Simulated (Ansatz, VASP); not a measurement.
# Two plane-wave programs on NaI

Contents of INCAR:

```
SYSTEM = NaI
ALGO     = Normal         ! electronic algorithm
EDIFF    = 1E-7           ! SCF threshold, eV
ENCUT    = 520            ! plane-wave cutoff, eV
GGA      = PS             ! functional
ISIF     = 2              ! what is computed and relaxed
ISMEAR   = 0              ! smearing method
LASPH    = .True.         ! aspherical terms in the spheres
LCHARG   = .False.        ! write CHGCAR
LREAL    = .False.        ! projectors in reciprocal space
LWAVE    = .False.        ! write WAVECAR
NBANDS   = 14             ! bands
NELM     = 60             ! most SCF steps
PREC     = Accurate       ! precision mode
SIGMA    = 0.05           ! smearing width, eV
```

File KPOINTS:

```
k-points
0
Gamma
  6 6 6
  0 0 0
```

File POSCAR:

```
NaI
1.0
    0.0000000000      3.2364000000      3.2364000000
    3.2364000000      0.0000000000      3.2364000000
    3.2364000000      3.2364000000      0.0000000000
Na I
1 1
Direct
    0.0000000000      0.0000000000      0.0000000000
    0.5096557904      0.4903442096      0.5096557904
```

Input for Ansatz:

```yaml
crystal:
  lattice:
    - [0.0, 3.2364, 3.2364]
    - [3.2364, 0.0, 3.2364]
    - [3.2364, 3.2364, 0.0]
  atoms:
    - { symbol: Na, position: [0.0, 0.0, 0.0] }
    - { symbol: I, position: [0.5096557904, 0.4903442096, 0.5096557904] }
basis:
  ecutwfc: 420
kpoints:
  mp_grid: { grid: [6, 6, 6] }
hamiltonian:
  xc: pbesol
scf:
  occupations: { method: gaussian, width: 0.05 }
output:
  forces: true
  stress: true
  eigenvalues: true
```

Change from the starting cell: all I atoms moved +0.062 Å, as atom 2 along Cartesian [0 1 0].

Alike in both runs: task single point; functional PBEsol; k mesh 6 × 6 × 6; occupations gaussian, width 0.05 eV; no spin polarisation.

```csv
,VASP,Ansatz
version,VASP 6.6.1,Ansatz 0.2.0
potentials or method,"VASP PAW PBE potentials, release 64 (Na_pv, I)","scalar-relativistic, plane waves, PAW"
plane-wave cutoff (eV),520,420
valence electrons in the cell,14,26
```

|  | VASP | Ansatz | Ansatz less VASP |
| --- | --- | --- | --- |
| gap on the k mesh at the Fermi level (eV) | 3.51 | 3.51 | +0.004 |
| least direct gap on the mesh (eV) | 3.51 | 3.51 | +0.004 |
| pressure (GPa) | -0.5 | -0.5 | -0.03 |
| rms of the force components (eV/Å) | 0.031 | 0.031 | -0.0005 |

Atom by atom the forces differ by 0.000 eV/Å (rms over components). The two sets of potentials don't hold the same shells in valence.

Caveats: the PAW data sets were made with another functional, which shifts forces and pressure a little (VASP); spin-orbit coupling is left out, which moves the levels of the heavy elements.
